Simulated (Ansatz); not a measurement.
Cells of relaxed bulk SiNi3 (Pm-3m, 10.78 Å³/atom, gap on the mesh 0.00 eV) whose upper half is shifted onto another sublattice; atoms and the cell's height are relaxed. Energies are the mean of the cell's two boundaries over the bulk on a matched mesh.

Computed with Ansatz 0.2.0, DFT PBE, scalar-relativistic, plane waves, PAW.

Plane waves to 420 eV, a k mesh through Γ of 12×12×3 on the computed 24-atom cell and Gaussian smearing (0.10 eV); no spin polarisation.

Start ((111), shift by [0.5, 0.5, 0] of the cube):

```
CELL_PARAMETERS angstrom
4.95861 0.00000 0.00000
-2.47931 4.29428 0.00000
0.00000 0.00000 12.14607
ATOMIC_POSITIONS crystal
Si 0.00000 0.00000 0.00000
Si 0.66667 0.33333 0.16667
Si 0.33333 0.66667 0.33333
Ni 0.50000 0.50000 0.00000
Ni 0.83333 0.16667 0.33333
Ni 0.16667 0.83333 0.16667
Ni 0.50000 0.00000 0.00000
Ni 0.16667 0.33333 0.16667
Ni 0.83333 0.66667 0.33333
Si 0.00000 0.50000 0.50000
Ni 0.66667 0.83333 0.16667
Ni 0.33333 0.16667 0.33333
Ni 0.00000 0.00000 0.50000
Ni 0.66667 0.33333 0.66667
Ni 0.33333 0.66667 0.83333
Ni 0.50000 0.50000 0.50000
Ni 0.83333 0.16667 0.83333
Ni 0.16667 0.83333 0.66667
Ni 0.50000 0.00000 0.50000
Ni 0.16667 0.33333 0.66667
Ni 0.83333 0.66667 0.83333
Ni 0.00000 0.50000 0.00000
Si 0.66667 0.83333 0.66667
Si 0.33333 0.16667 0.83333
```

Question: Give the relaxed structure and its energy.

Answer: The free energy falls by 18 meV/atom.

- boundary energy (mJ/m²): 451
- excess width (Å): 0.04
- gap on the mesh (eV): 0

Relaxed structure:
```xyz
24
Lattice="4.9586 0.0000 0.0000 -2.4793 4.2943 0.0000 0.0000 0.0000 12.2219" Properties=species:S:1:pos:R:3 pbc="T T T"
Si   -0.1154   -0.0666    0.0503
Si    2.4793    1.4314    2.0370
Si    0.1154    2.9295    4.0237
Ni    1.1516    2.0841   -0.0394
Ni    3.8070    0.7787    4.1134
Ni   -1.2397    3.5786    2.0370
Ni    2.3807   -0.0447   -0.0394
Ni    0.0000    1.4314    2.0370
Ni    2.5779    2.9076    4.1134
Si   -1.3550    2.0805    6.1612
Ni    1.2397    3.5786    2.0370
Ni    1.3211    0.7627    4.0047
Ni   -0.0815   -0.0470    6.1802
Ni    2.4793    1.4314    8.1480
Ni    0.0815    2.9099   10.1157
Ni    1.1411    2.1024    6.0715
Ni    3.8175    0.7604   10.2244
Ni   -1.2397    3.5786    8.1480
Ni    2.3913   -0.0630    6.0715
Ni    0.0000    1.4314    8.1480
Ni    2.5673    2.9259   10.2244
Ni   -1.3211    2.1001    0.0693
Si    1.2397    3.5786    8.1480
Si    1.3550    0.7823   10.1347
```

Spin polarisation was left out, and a magnetic state may lie lower.

Small energy differences in metals hang on the k mesh (about 10 mJ/m² or 1 to 2 meV/atom on the mesh of the relaxation).

It took 8.7 min on 4 threads of Intel(R) Xeon(R) Platinum 8488C (Sapphire Rapids) (shared host), peak memory 4.7 GiB.